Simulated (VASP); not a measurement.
A VASP 6.6.1 single-point calculation on CdF₂

INCAR

```
LREAL = .FALSE.
EDIFF = 1E-7
NSW = 0
LMAXMIX = 4
LDAUJ = 0 0
LCHARG = .FALSE.
NELM = 83
IBRION = -1
NBANDS = 20
LDAUTYPE = 2
ENCUT = 520
ISMEAR = -1
LDAUU = 4.0 0
SIGMA = 0.02
PREC = Accurate
LDAU = .TRUE.
LDAUL = 2 -1
LWAVE = .FALSE.
GGA = PE
LASPH = .FALSE.
ISIF = 2
```

KPOINTS

```
KPOINTS created by Atomic Simulation Environment
0
Gamma
8 8 8
0 0 0
```

POSCAR

```
Cd F
 1.0000000000000000
     0.2382738233000000    2.7977426203000002    2.7977426203000002
     2.7977426203000002    0.2382738233000000    2.7977426203000002
     2.7977426203000002    2.7977426203000002    0.2382738233000000
 Cd  F
   1   2
Cartesian
  0.0000000000000000 -0.0000000000000000  0.0000000000000000
  1.4372823020626426  1.4372823020626428  1.4372823020626428
  4.3964767618373575  4.3964767618373575  4.3964767618373566
```

The recommended PBE PAW datasets give the neutral cell 26 valence electrons.

Command

```
mpirun -np 1 vasp_std
```

OSZICAR

```
N       E                     dE             d eps       ncg     rms          rms(c)
DAV:   1     0.194063724649E+03    0.19406E+03   -0.15851E+04  2720   0.133E+03
DAV:   2    -0.376804765911E+01   -0.19783E+03   -0.19035E+03  2828   0.340E+02
DAV:   3    -0.118969243390E+02   -0.81289E+01   -0.81086E+01  2996   0.785E+01
DAV:   4    -0.119300436494E+02   -0.33119E-01   -0.33118E-01  2740   0.509E+00
DAV:   5    -0.119301554803E+02   -0.11183E-03   -0.11183E-03  2988   0.264E-01    0.117E+01
DAV:   6    -0.103167801561E+02    0.16134E+01   -0.45306E+00  2968   0.374E+01    0.102E+01
DAV:   7    -0.103967864025E+02   -0.80006E-01   -0.96573E-01  2668   0.839E+00    0.545E+00
DAV:   8    -0.104023765997E+02   -0.55902E-02   -0.13455E-01  2792   0.317E+00    0.127E+00
DAV:   9    -0.103960042284E+02    0.63724E-02   -0.29165E-02  2804   0.190E+00    0.180E-01
DAV:  10    -0.103965642273E+02   -0.56000E-03   -0.39638E-03  2720   0.733E-01    0.156E-01
DAV:  11    -0.103967597989E+02   -0.19557E-03   -0.81626E-04  2756   0.277E-01    0.109E-01
DAV:  12    -0.103966864219E+02    0.73377E-04   -0.35015E-04  2908   0.176E-01    0.231E-02
DAV:  13    -0.103966884453E+02   -0.20234E-05   -0.12127E-05  2744   0.310E-02    0.764E-03
DAV:  14    -0.103966889235E+02   -0.47816E-06   -0.12640E-06  2724   0.973E-03    0.247E-03
DAV:  15    -0.103966889243E+02   -0.79854E-09   -0.14351E-07  2460   0.318E-03
   1 F= -.10396689E+02 E0= -.10396689E+02  d E =-.520898E-11
```

From OUTCAR

```
k-points           NKPTS =     65   k-points in BZ     NKDIM =     65   number of bands    NBANDS=     20

   NELECT =      26.0000    total number of electrons

   dimension x,y,z NGX =    30 NGY =   30 NGZ =   30
   dimension x,y,z NGXF=    60 NGYF=   60 NGZF=   60

  energy-cutoff  :      520.00
  volume of cell :       38.22
      direct lattice vectors                 reciprocal lattice vectors
     0.238273823  2.797742620  2.797742620    -0.203332028  0.187374044  0.187374044
     2.797742620  0.238273823  2.797742620     0.187374044 -0.203332028  0.187374044
     2.797742620  2.797742620  0.238273823     0.187374044  0.187374044 -0.203332028

 k-points in reciprocal lattice and weights: KPOINTS created by Atomic Simulation Env
   0.00000000  0.00000000  0.00000000       0.002
   0.12500000  0.00000000  0.00000000       0.012
   0.25000000  0.00000000  0.00000000       0.012
   0.37500000  0.00000000  0.00000000       0.012
   0.50000000  0.00000000  0.00000000       0.006
   0.12500000  0.12500000  0.00000000       0.012
   0.25000000  0.12500000  0.00000000       0.023
   0.37500000  0.12500000  0.00000000       0.023
   ...

 E-fermi :  -0.9373

 k-point     1 :       0.0000    0.0000    0.0000
  band No.  band energies     occupation
      1     -22.1305      2.00000
      2     -20.9924      2.00000
      3      -8.3870      2.00000
      4      -8.3870      2.00000
      5      -8.2672      2.00000
      6      -7.4064      2.00000
      7      -7.4064      2.00000
      8      -2.5628      2.00000
      9      -2.3307      2.00000
     10      -2.3307      2.00000
     11      -2.0160      2.00000
     12      -2.0160      2.00000
     13      -2.0065      2.00000
     14       2.0781      0.00000
     15      10.3234      0.00000
     16      12.6329      0.00000
     17      12.6329      0.00000
     18      16.6196      0.00000
     19      18.4016      0.00000
     20      18.4016      0.00000

 k-point     2 :       0.1250    0.0000    0.0000
  band No.  band energies     occupation
      1     -22.0762      2.00000
      2     -21.0435      2.00000
      3      -8.3301      2.00000
      4      -8.2661      2.00000
      5      -8.1760      2.00000
      6      -7.4268      2.00000
      7      -7.4175      2.00000
      8      -2.7960      2.00000
      9      -2.6266      2.00000
     10      -2.4209      2.00000
     11      -2.2630      2.00000
     12      -2.0218      2.00000
     13      -1.8981      2.00000
     14       2.6867      0.00000
     15      10.5359      0.00000
     16      11.7751      0.00000
     17      12.8377      0.00000
     18      17.5021      0.00000
     19      17.8047      0.00000
     20      18.1911      0.00000

 k-point     3 :       0.2500    0.0000    0.0000
  band No.  band energies     occupation
      1     -21.9319      2.00000
      2     -21.1755      2.00000
      3      -8.2062      2.00000
      4      -8.1169      2.00000
      5      -7.8071      2.00000
      6      -7.4551      2.00000
      7      -7.4165      2.00000
      8      -3.5005      2.00000
      9      -2.8082      2.00000
     10      -2.7391      2.00000
     11      -2.6722      2.00000
     12      -2.0157      2.00000
     13      -1.9738      2.00000
     14       4.0587      0.00000
     15      10.0812      0.00000
     16      11.5884      0.00000
     17      13.3381      0.00000
     18      16.7205      0.00000
     19      17.8692      0.00000
     20      18.1128      0.00000

 ...

  Total        1.7769380      1.7769380      1.7769380     -0.4251860     -0.4251860     -0.4251860
  in kB       74.4962994     74.4962994     74.4962994    -17.8254858    -17.8254858    -17.8254858
  external PRESSURE =      74.4962994 kB  Pullay stress =       0.0000000 kB

 POSITION                                       TOTAL-FORCE (eV/Angst)
 -----------------------------------------------------------------------------------
      0.00000      0.00000      0.00000        -0.000000     -0.000000      0.000000
      1.43728      1.43728      1.43728        -0.013193     -0.013193     -0.013193
      4.39648      4.39648      4.39648         0.013193      0.013193      0.013193
 -----------------------------------------------------------------------------------
    total drift:                                0.000000      0.000000      0.000000

  FREE ENERGIE OF THE ION-ELECTRON SYSTEM (eV)
  ---------------------------------------------------
  free  energy   TOTEN  =       -10.3966889243 eV

  energy  without entropy=      -10.3966889243  energy(sigma->0) =      -10.39668892
```

It converged. Results: gap between bands v and c on the k mesh 3.46 eV; least direct gap on the k mesh 4.08 eV; pressure 7.4 GPa; largest force 0.02 eV/Å. Band v is the last that the valence electrons fill when counted band by band, and c is the next.

For comparison, a separate PBE run of the intended cell, on usual settings and not on those above, gives a gap of 3.16 eV on its mesh and a pressure of 10.4 GPa.

The run above took about 42 s on one core of a shared host (Intel Xeon Platinum 8488C) and held 0.2 GiB at most.
